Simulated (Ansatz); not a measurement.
# Cl under changes of volume

One of the cells (29.048 Å³/atom); the others are scaled copies at fixed shape and fractional positions:

```xyz
4
Lattice="3.1450 -2.2500 0.0000 3.1450 2.2500 0.0000 0.0000 0.0000 8.2100" Properties=species:S:1:pos:R:3 pbc="T T T"
Cl    3.1450    0.5850    3.2840
Cl    3.1450    1.6650    7.3890
Cl    3.1450   -0.5850    4.9260
Cl    3.1450   -1.6650    0.8210
```

```yaml
Program: Ansatz 0.2.0
Functional: r2SCAN
Potentials_or_basis: Ansatz PAW
Cutoff: "500 eV (not typed: the program's choice for these potentials)"
k_mesh: 7 × 7 × 4
Occupations: fermi-dirac, width 0.05 eV
Spin: no spin polarisation
```

| volume (Å³/atom) | energy over the lowest point (meV/atom) | pressure (GPa) | gap on the mesh (eV) | largest force (eV/Å) |
| --- | --- | --- | --- | --- |
| 27.305 | 4.12 | 1.3 | 3.11 | 0.592 |
| 27.886 | 0.82 | 0.6 | 3.03 | 0.319 |
| 28.467 | 0.00 | -0.1 | 2.94 | 0.093 |
| 29.048 | 1.39 | -0.7 | 2.87 | 0.202 |
| 29.629 | 4.75 | -1.2 | 2.79 | 0.416 |
| 30.210 | ? | ? | ? | ? |
| 30.791 | 16.55 | -2.0 | 2.65 | 0.810 |

Question: What does the run at 30.210 Å³/atom give?

Answer: Energy over the lowest point 9.87 meV/atom; pressure -1.6 GPa; gap on the mesh 2.72 eV; largest force 0.620 eV/Å.

Worked out: A Birch-Murnaghan fit of order 3 (a polynomial in V^(-2/3)) to the other rows has its minimum at 28.38 Å³/atom with B0 = V·E''(V) = 30 GPa and B' = 4.6 at fixed shape and positions, which overstates the stiffness. It gives 9.87 meV/atom at 30.210 Å³/atom, against the run's 9.87, and -dE/dV = -1.6 GPa, against -1.6. A straight line through the other rows of the gap, of slope -3.84 eV per unit of ln V, gives 2.72 eV, against the run's 2.72.

Energies are extrapolated to zero smearing.

Caveats: odd divisions of the mesh miss points on the zone boundary, where band edges often lie, so the gap on the mesh can be too wide; the PAW data sets come from PBE, with cores solved anew for the run's functional, which leaves a small shift of forces and pressure.

A mesh can miss the band edges.
